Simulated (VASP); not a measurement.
# HfB2 (P6/mmm) in VASP: a series of runs

Runs on HfB2. Level: PBEsol. Tasks: single point.

All numbers are computed with VASP 6.6.1; they aren't measurements. Logs are shortened: lines on timing, memory, paths and dates and some standing lists are left out, and cuts for length are marked.

## (1) The structure

It takes space group P6/mmm (No. 191, hexagonal). The conventional cell has a = 3.140 Å, b = 3.140 Å, c = 3.480 Å, α = 90.00°, β = 90.00°, γ = 120.00°. Hf (site symmetry 6/mmm) is surrounded by 12 B at 2.51 Å. Around B (site symmetry -6m2) lie 3 B at 1.81 Å.

## (2) Single point, PBEsol

INCAR

```
SYSTEM = HfB2
  PREC = Accurate
  ENCUT = 520
  EDIFF = 1E-7
  ISMEAR = 1
  SIGMA = 0.15
  LREAL = Auto
  LASPH = .TRUE.
  NELM = 100
  ALGO = Normal
  ISIF = 2
  LWAVE = .FALSE.
  LCHARG = .FALSE.
  GGA = PS
  NBANDS = 12
  ADDGRID = .FALSE.
```

KPOINTS

```
Automatic mesh
0
G
  15 15 12
  0 0 0
```

POSCAR

```
HfB2
1.0
    3.1400000000      0.0000000000      0.0000000000
   -1.5700000000      2.7193197679      0.0000000000
    0.0000000000      0.0000000000      3.4800000000
Hf B
1 2
Direct
   -0.0142630000      0.0046330000     -0.0059370000
    0.6696320000      0.3380360000      0.4871880000
    0.3055440000      0.6904850000      0.5067950000
```

Potentials or basis: VASP PAW PBE potentials, release 64 (Hf, B).

Command:

```console
> cat potpaw_PBE.64/Hf/POTCAR potpaw_PBE.64/B/POTCAR > POTCAR
> mpirun -np 1 vasp_std > vasp.out
```

OUTCAR:

```text
SYSTEM = HfB2
   PREC = Accurate
   ENCUT = 520
   EDIFF = 1E-7
   ISMEAR = 1
   LREAL = Auto
   LASPH = .TRUE.
   NELM = 100
   ISIF = 2
   GGA = PS

 Found   1351 irreducible k-points:

 Following reciprocal coordinates:
            Coordinates               Weight
  0.000000  0.000000  0.000000      1.000000
  0.066667 -0.000000  0.000000      2.000000
  0.000000  0.066667  0.000000      2.000000
 -0.066667  0.066667  0.000000      2.000000
  0.133333  0.000000  0.000000      2.000000
  0.000000  0.133333  0.000000      2.000000
   k-points           NKPTS =   1351   k-points in BZ     NKDIM =   1351   number of bands    NBANDS=     12
   number of dos      NEDOS =    301   number of ions     NIONS =      3
   total plane-waves  NPLWV =  16128
   dimension x,y,z NGX =    24 NGY =   24 NGZ =   28
   dimension x,y,z NGXF=    48 NGYF=   48 NGZF=   56
   ions per type =               1   2
   NGX,Y,Z   is equivalent  to a cutoff of  12.71, 12.71, 13.38 a.u.
   NGXF,Y,Z  is equivalent  to a cutoff of  25.41, 25.41, 26.75 a.u.
 SYSTEM =  HfB2
   PREC   = accura    normal or accurate (medium, high low for compatibility)
   ISTART =      0    job   : 0-new  1-cont  2-samecut
   ICHARG =      2    charge: 1-file 2-atom 10-const
   ISPIN  =      1    spin polarized calculation?
   LNONCOLLINEAR =      F non collinear calculations
   LSORBIT =      F    spin-orbit coupling
   LASPH  =      T    aspherical Exc in radial PAW
   ENCUT  =  520.0 eV  38.22 Ry    6.18 a.u.   5.84  5.84  6.47*2*pi/ulx,y,z
   NELM   =    100;   NELMIN=  2; NELMDL= -5     # of ELM steps
   EDIFF  = 0.1E-06   stopping-criterion for ELM
   LREAL  =      T    real-space projection
   EDIFFG = 0.1E-05   stopping-criterion for IOM
   NSW    =      0    number of steps for IOM
   IBRION =     -1    ionic relax: 0-MD 1-quasi-New 2-CG
   NFREE  =      0    steps in history (QN), initial steepest desc. (CG)
   ISIF   =      2    stress and relaxation
   ISYM   =      2    0-nonsym 1-usesym 2-fastsym
   POTIM  = 0.5000    time-step for ionic-motion
   TEBEG  =    0.0;   TEEND  =   0.0 temperature during run
   PSTRESS=    0.0 pullay stress
   NELECT =      10.0000    total number of electrons
   NUPDOWN=      -1.0000    fix difference up-down
   EMIN   =  10.00;   EMAX   =-10.00  energy-range for DOS
   EFERMI =   0.00;   METHOD = LEGACY
   ISMEAR =     1;   SIGMA  =   0.15  broadening in eV -4-tet -1-fermi 0-gaus
   EFERMI_NEDOS =   21; number of points for ismear=-14 and -15
   IALGO  =     38    algorithm
   IMIX   =      4    mixing-type and parameters
     AMIX     =   0.40;   BMIX     =  1.00
     AMIX_MAG =   1.60;   BMIX_MAG =  1.00
  volume/ion in A,a.u.               =       9.90        66.84
  Fermi-wavevector in a.u.,A,eV,Ry     =   1.138724  2.151876 17.642568  1.296692
  Thomas-Fermi vector in A             =   2.275428
   LORBIT       =      0    0 simple, 1 ext, 2 COOP (PROOUT), +10 PAW based schemes
   GGA     = PS    functional components
   LHFCALC =     F    Hartree Fock is set to
   AEXX    =    0.0000 exact exchange contribution
   IVDW    =     0    specifies the selected vdW correction
   LEPSILON=     F    determine dielectric tensor
   LRPA    =     F    only Hartree local field effects (RPA)
 non-spin polarized calculation
 Methfessel and Paxton  Order N= 1 SIGMA  =   0.15
  energy-cutoff  :      520.00
  volume of cell :       29.71
 maximum number of plane-waves:       820
   NGX = 11   NGY = 11   NGZ = 13

 number of electron      10.0000000 magnetization

 Free energy of the ion-electron system (eV)
  ---------------------------------------------------
  ext. energy  EPLUGINS =         0.00000000
  ---------------------------------------------------
  free energy    TOTEN  =       -27.79752543 eV

  energy without entropy =      -27.79719055  energy(sigma->0) =      -27.79741380

 E-fermi :   7.7943     XC(G=0): -12.4523

 val. band max:        7.7874506250   @ k =   0.2000  -0.4000   0.1667
 cond. band min:       7.7948064559   @ k =   0.2000  -0.4000   0.0833
 fundamental gap:      0.0073558309
 Fermi energy:         7.7942792116

 k-point     1 :       0.0000    0.0000    0.0000
  band No.  band energies     occupation
      1      -5.9030      2.00000
      2       4.3748      2.00000
      3       4.7259      2.00000
      4       5.0458      2.00000
      5       5.5464      2.00000
      6      11.5565      0.00000
      7      11.7182      0.00000
      8      11.9388      0.00000
      9      12.1307      0.00000
     10      12.8338      0.00000
     11      13.1107      0.00000
     12      13.9714      0.00000

 k-point     2 :       0.0667   -0.0000    0.0000
  band No.  band energies     occupation
      1      -5.8124      2.00000
      2       4.1669      2.00000
      3       4.8096      2.00000
      4       4.9823      2.00000
      5       5.4961      2.00000
      6      11.1185      0.00000
      7      11.6280      0.00000
      8      11.9897      0.00000
      9      12.0845      0.00000
     10      12.9296      0.00000
     11      13.4838      0.00000
     12      14.3236      0.00000
[... 31 lines left out ...]
 k-point     5 :       0.1333    0.0000    0.0000
  band No.  band energies     occupation
      1      -5.5459      2.00000
      2       3.5791      2.00000
      3       4.7632      2.00000
      4       5.0699      2.00000
      5       5.4128      2.00000
      6      10.5080     -0.00000
      7      11.4331      0.00000
      8      11.5424      0.00000
      9      12.0708      0.00000
     10      13.4485      0.00000
     11      14.3618      0.00000
     12      14.9532      0.00000

 k-point     6 :       0.0000    0.1333    0.0000
  band No.  band energies     occupation
      1      -5.5436      2.00000
      2       3.6254      2.00000
      3       4.7443      2.00000
      4       5.0433      2.00000
      5       5.3713      2.00000
      6      10.4537     -0.00000
      7      11.4629      0.00000
      8      11.6515      0.00000
      9      12.1204      0.00000
     10      13.3402      0.00000
     11      14.3526      0.00000
     12      14.9472      0.00000

 [... further k-points ...]

------------------------ aborting loop because EDIFF is reached ----------------------------------------

  FORCE on cell =-STRESS in cart. coord.  units (eV):
  Direction    XX          YY          ZZ          XY          YZ          ZX
  --------------------------------------------------------------------------------------
  -------------------------------------------------------------------------------------
  Total       -0.0973084     -0.4664402     -0.8233474     -0.2355846      0.0513678     -0.0758175
  in kB       -5.2467664    -25.1499668    -44.3940251    -12.7024757      2.7696959     -4.0880021
  external PRESSURE =     -24.9302528 kB  Pullay stress =       0.0000000 kB

 VOLUME and BASIS-vectors are now :
 -----------------------------------------------------------------------------
  energy-cutoff  :      520.00
  volume of cell :       29.71
      direct lattice vectors                 reciprocal lattice vectors
     3.140000000  0.000000000  0.000000000     0.318471338  0.183869512  0.000000000
    -1.570000000  2.719319768  0.000000000     0.000000000  0.367739025  0.000000000
     0.000000000  0.000000000  3.480000000     0.000000000  0.000000000  0.287356322

 POSITION                                       TOTAL-FORCE (eV/Angst)
 -----------------------------------------------------------------------------------
      3.08794      0.01260      3.45934        -0.171817      0.366444      0.167806
      1.57193      0.91923      1.69541        -1.389461      0.300436      0.309472
     -0.12465      1.87765      1.76365         1.561278     -0.666880     -0.477278
 -----------------------------------------------------------------------------------
    total drift:                               -0.005680     -0.002184      0.007039

  FREE ENERGIE OF THE ION-ELECTRON SYSTEM (eV)
  ---------------------------------------------------
  free  energy   TOTEN  =       -27.7975254272 eV

  energy  without entropy=      -27.7971905523  energy(sigma->0) =      -27.79741380
```

stdout:

```text
POSCAR found type information on POSCAR HfB
 POSCAR found :  2 types and       3 ions
 scaLAPACK will be used
 -----------------------------------------------------------------------------
|                                                                             |
|                                                                             |
|     You have a (more or less) 'small supercell' and for smaller cells       |
|     it is recommended to use the reciprocal-space projection scheme!        |
|     The real-space optimization is not efficient for small cells and it     |
|     is also less accurate ...                                               |
|     Therefore, set LREAL=.FALSE. in the INCAR file.                         |
|                                                                             |
 -----------------------------------------------------------------------------

 -----------------------------------------------------------------------------
|                                                                             |
|                                                                             |
|     You enforced a specific xc type in the INCAR file but a different       |
|     I HOPE YOU KNOW WHAT YOU ARE DOING!                                     |
|                                                                             |
 -----------------------------------------------------------------------------

 LDA part: xc-table for (Slater+PW92), standard interpolation
 POSCAR, INCAR and KPOINTS ok, starting setup
 FFT: planning ... GRIDC
 FFT: planning ... GRID_SOFT
 FFT: planning ... GRID
 WAVECAR not read
 entering main loop
```

It took 5.7 min on 1 thread of Intel Xeon Platinum 8559C (Emerald Rapids), shared host; peak memory 0.39 GiB.

These settings aren't checked as converged: the numbers below hold their error.

What came out:

```
Free energy            : -27.7975 eV
Pressure               : -2.5 GPa
Largest force          : 1.764 eV/Å
Band gap on the k mesh : none (metal or under the smearing width)
```

Caveat: the PAW data sets were made with another functional, which shifts forces and pressure a little.

## (3) Single point, PBEsol

Edit INCAR of step 2 so:

```diff
@@ -3,6 +3,6 @@
   ENCUT = 520
-  EDIFF = 1E-7
+  EDIFF = 1E-5
   ISMEAR = 1
   SIGMA = 0.15
-  LREAL = Auto
+  LREAL = .FALSE.
   LASPH = .TRUE.
```

KPOINTS is that of step 2.

POSCAR

```
HfB2
1.0
    3.1400000000      0.0000000000      0.0000000000
   -1.5700000000      2.7193197679      0.0000000000
    0.0000000000      0.0000000000      3.4800000000
Hf B
1 2
Direct
    0.0000000000      0.0000000000      0.0000000000
    0.6666666667      0.3333333333      0.5000000000
    0.3333333333      0.6666666667      0.5000000000
```

Potentials or basis: VASP PAW PBE potentials, release 64 (Hf, B).

Command:

```console
> cat potpaw_PBE.64/Hf/POTCAR potpaw_PBE.64/B/POTCAR > POTCAR
> mpirun -np 1 vasp_std > vasp.out
```

Wall time 21 s (1 thread of Intel Xeon Platinum 8559C (Emerald Rapids), shared host); peak memory 0.2 GiB.

The run converged, but some of its settings lie outside the range that counts as converged, so its numbers aren't taken as properties of the crystal.

What came out:

```
Free energy            : -27.9287 eV
Pressure               : -4.1 GPa
Band gap on the k mesh : none (metal or under the smearing width)
```

Caveat: the PAW data sets were made with another functional, which shifts forces and pressure a little.

## (4) Single point, PBEsol

INCAR is that of step 3.

KPOINTS is that of step 3.

POSCAR

```
HfB2
1.0
    3.1400000000      0.0000000000      0.0000000000
   -1.5700000000      2.7193197679      0.0000000000
    0.0000000000      0.0000000000      3.4800000000
Hf B
1 2
Direct
   -0.0142630000      0.0046330000     -0.0059370000
    0.6696320000      0.3380360000      0.4871880000
    0.3055440000      0.6904850000      0.5067950000
```

Command:

```console
> cat potpaw_PBE.64/Hf/POTCAR potpaw_PBE.64/B/POTCAR > POTCAR
> mpirun -np 1 vasp_std > vasp.out
```

Wall time 2 min (1 thread of Intel Xeon Platinum 8559C (Emerald Rapids), shared host); peak memory 0.61 GiB.

These settings aren't checked as converged: the numbers below hold their error.

Results:

```yaml
Free_energy: -27.7967 eV
Pressure: -2.5 GPa
Largest_force: 1.761 eV/Å
Band_gap_on_the_k_mesh: none (metal or under the smearing width)
```

Caveat: the PAW data sets were made with another functional, which shifts forces and pressure a little.

## (5) Single point, PBEsol

Edit INCAR of step 4 so:

```diff
@@ -2,4 +2,4 @@
   PREC = Accurate
-  ENCUT = 520
-  EDIFF = 1E-5
+  ENCUT = 650
+  EDIFF = 1E-7
   ISMEAR = 1
```

KPOINTS is that of step 4.

POSCAR

```
HfB2
1.0
    3.1400000000      0.0000000000      0.0000000000
   -1.5700000000      2.7193197679      0.0000000000
    0.0000000000      0.0000000000      3.4800000000
Hf B
1 2
Direct
    0.0000000000      0.0000000000      0.0000000000
    0.6666666667      0.3333333333      0.5000000000
    0.3333333333      0.6666666667      0.5000000000
```

Command:

```console
> cat potpaw_PBE.64/Hf/POTCAR potpaw_PBE.64/B/POTCAR > POTCAR
> mpirun -np 1 vasp_std > vasp.out
```

It took 39 s on 1 thread of Intel Xeon Platinum 8559C (Emerald Rapids), shared host; peak memory 0.24 GiB.

The run converged, but some of its settings lie outside the range that counts as converged, so its numbers aren't taken as properties of the crystal.

What came out:

| Quantity | Value |
| --- | --- |
| Free energy | -27.9313 eV |
| Pressure | -4.1 GPa |
| Band gap on the k mesh | none (metal or under the smearing width) |

Caveat: the PAW data sets were made with another functional, which shifts forces and pressure a little.

## (6) Single point, PBEsol

INCAR is that of step 5.

KPOINTS is that of step 5.

POSCAR

```
HfB2
1.0
    3.1400000000      0.0000000000      0.0000000000
   -1.5700000000      2.7193197679      0.0000000000
    0.0000000000      0.0000000000      3.4800000000
Hf B
1 2
Direct
   -0.0142630000      0.0046330000     -0.0059370000
    0.6696320000      0.3380360000      0.4871880000
    0.3055440000      0.6904850000      0.5067950000
```

Potentials or basis: VASP PAW PBE potentials, release 64 (Hf, B).

Command:

```console
> cat potpaw_PBE.64/Hf/POTCAR potpaw_PBE.64/B/POTCAR > POTCAR
> mpirun -np 1 vasp_std > vasp.out
```

Run time: 4.4 min. Hardware: 1 thread of Intel Xeon Platinum 8559C (Emerald Rapids), shared host; peak memory 0.81 GiB.

These settings aren't checked as converged: the numbers below hold their error.

Results:

| Property | Result |
| --- | --- |
| Free energy | -27.7992 eV |
| Pressure | -2.5 GPa |
| Largest force | 1.762 eV/Å |
| Band gap on the k mesh | none (metal or under the smearing width) |

Caveat: the PAW data sets were made with another functional, which shifts forces and pressure a little.

## (7) The reference run

An earlier run on the cell as given: functional PBEsol; potentials or basis VASP PAW PBE potentials, release 64 (Hf_pv, B); cutoff 520 eV; k mesh 10 × 10 × 8; occupations fermi-dirac, width 0.05 eV; no spin polarisation.

- Pressure: -4.4 GPa
- Band gap on the k mesh: none (metal or under the smearing width)
